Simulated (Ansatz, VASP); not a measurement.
## Mg in VASP and in Ansatz

File INCAR:

```
ALGO     = Normal         # electronic algorithm
EDIFF    = 1E-6           # SCF threshold, eV
ENCUT    = 520            # plane-wave cutoff, eV
GGA      = RP             # functional
ISIF     = 2              # what is computed and relaxed
ISMEAR   = -1             # smearing method
LASPH    = T              # aspherical terms in the spheres
LCHARG   = F              # write CHGCAR
LREAL    = F              # projectors in reciprocal space
LWAVE    = F              # write WAVECAR
NBANDS   = 10             # bands
NELM     = 100            # most SCF steps
PREC     = Accurate       # precision mode
SIGMA    = 0.1            # smearing width, eV
```

Contents of KPOINTS:

```
k-points
0
Gamma
  8 8 11
```

File POSCAR:

```
Mg
1.0
    4.9451399370      0.0000000000      0.0000000000
   -2.4725699685      4.2826168107      0.0000000000
    0.0000000000      0.0000000000      2.9996919903
Mg
3
Direct
    0.0000000000      1.0000000000      0.0000000000
    0.3333333333      0.6666666667      0.5000000000
    0.6666666667      0.3333333333      0.5000000000
```

Input for Ansatz:

```yaml
crystal:
  lattice:
    - [4.945139937, 0.0, 0.0]
    - [-2.4725699685, 4.2826168107, 0.0]
    - [0.0, 0.0, 2.9996919903]
  atoms:
    - { symbol: Mg, position: [0.0, 1.0, 0.0] }
    - { symbol: Mg, position: [0.3333333333, 0.6666666667, 0.5] }
    - { symbol: Mg, position: [0.6666666667, 0.3333333333, 0.5] }
hamiltonian:
  xc: rpbe
  pseudopotentials:
    kind: paw
    azcp:
      Mg: "pseudopotentials/Mg.paw.azcp"
basis:
  ecutwfc: 420
  fft_grid_basis: typed
kpoints:
  mp_grid: { grid: [8, 8, 11], shift: [0, 0, 0] }
magnetization:
  spin_polarized: false
scf:
  occupations: { method: fermi_dirac, width: 0.1 }
  lower_state_search: "off"
output:
  stress: true
```

Alike in both runs: task single point; functional RPBE; k mesh 8 × 8 × 11; occupations fermi-dirac, width 0.1 eV; no spin polarisation.

```csv
,VASP,Ansatz
version,VASP 6.6.1,Ansatz 0.2.0
potentials or method,"VASP PAW PBE potentials, release 64 (Mg)","plane waves (420 eV) with PAW, scalar-relativistic"
plane-wave cutoff (eV),520,420
valence electrons in the cell,6,30
```

VASP gave:

- pressure (GPa): 5.1

Task: Which values does Ansatz return?

Result: Pressure (GPa): 5.3.

The functional is the same, so the differences come from potentials, cutoffs and numerics. The two sets of potentials don't hold the same shells in valence.

Caveats: the PAW data sets were made with another functional, which shifts forces and pressure a little (VASP).
